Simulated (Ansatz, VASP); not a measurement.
**Two plane-wave programs on LiCl**

File INCAR:

```
ALGO = Normal
EDIFF = 1E-6
ENCUT = 520
GGA = CA
ISIF = 2
ISMEAR = 0
LASPH = True
LCHARG = False
LREAL = False
LWAVE = False
NBANDS = 30
NELM = 80
PREC = Accurate
SIGMA = 0.02
```

Contents of KPOINTS:

```
k-points
0
Gamma
  4 4 6
```

The input POSCAR:

```
LiCl
1.0
    6.7880079088      0.0000000000      0.0000000000
    0.0000000000      6.7880079088      0.0000000000
    0.0000000000      0.0000000000      3.6018913810
Li Cl
4 4
Direct
    0.6621108273      0.6621108273      0.5000000000
    0.1621108273      0.8378891727      0.2500000000
    0.3378891727      0.3378891727      0.0000000000
    0.8378891727      0.1621108273      0.7500000000
    0.8293504099      0.8293504099      0.0000000000
    0.3293504099      0.6706495901      0.7500000000
    0.1706495901      0.1706495901      0.5000000000
    0.6706495901      0.3293504099      0.2500000000
```

Input for Ansatz:

```yaml
crystal:
  lattice:
    - [6.7880079088, 0.0, 0.0]
    - [0.0, 6.7880079088, 0.0]
    - [0.0, 0.0, 3.601891381]
  atoms:
    - { symbol: Li, position: [0.6621108273, 0.6621108273, 0.5] }
    - { symbol: Li, position: [0.1621108273, 0.8378891727, 0.25] }
    - { symbol: Li, position: [0.3378891727, 0.3378891727, 0.0] }
    - { symbol: Li, position: [0.8378891727, 0.1621108273, 0.75] }
    - { symbol: Cl, position: [0.8293504099, 0.8293504099, 0.0] }
    - { symbol: Cl, position: [0.3293504099, 0.6706495901, 0.75] }
    - { symbol: Cl, position: [0.1706495901, 0.1706495901, 0.5] }
    - { symbol: Cl, position: [0.6706495901, 0.3293504099, 0.25] }
basis:
  ecutwfc: 420
kpoints:
  mp_grid: { grid: [4, 4, 6] }
  band_path:
    path:
      - [[0.0, 0.0, 0.0], [0.0, 0.5, 0.0], [0.5, 0.5, 0.0], [0.0, 0.0, 0.0], [0.0, 0.0, 0.5], [0.0, 0.5, 0.5], [0.5, 0.5, 0.5], [0.0, 0.0, 0.5]]
      - [[0.0, 0.5, 0.0], [0.0, 0.5, 0.5]]
      - [[0.5, 0.5, 0.0], [0.5, 0.5, 0.5]]
    npoints: 14
hamiltonian:
  xc: lda
scf:
  occupations: { method: gaussian, width: 0.02 }
  n_extra_bands: 20
output:
  forces: true
  stress: true
  eigenvalues: true
  populations: true
  dos: { projected: true, de: 0.02, nscf_kmesh: { grid: [6, 6, 9] } }
  bader: true
  write_density: true
  write_potential: true
  elf: true
  volumetric_format: npy
```

Alike in both runs: task single point; functional LDA; k mesh 4 × 4 × 6; occupations gaussian, width 0.02 eV; no spin polarisation.

```csv
,VASP,Ansatz
version,VASP 6.6.1,Ansatz 0.2.0
potentials or method,"VASP PAW LDA potentials, release 64 (Li_sv, Cl)","scalar-relativistic, plane waves, PAW"
plane-wave cutoff (eV),520,420
valence electrons in the cell,40,40
```

Ansatz gave:

| Quantity | Value |
| --- | --- |
| gap on the k mesh at the Fermi level (eV) | 5.27 |
| least direct gap on the mesh (eV) | 5.32 |
| rms of the force components (eV/Å) | 0.017 |

Problem. What did VASP give for the same quantities?

Solution. gap on the k mesh at the Fermi level (eV): 5.28; least direct gap on the mesh (eV): 5.33; rms of the force components (eV/Å): 0.017.

Atom by atom the forces differ by 0.000 eV/Å (rms over components).

 A k mesh can miss the band edges.
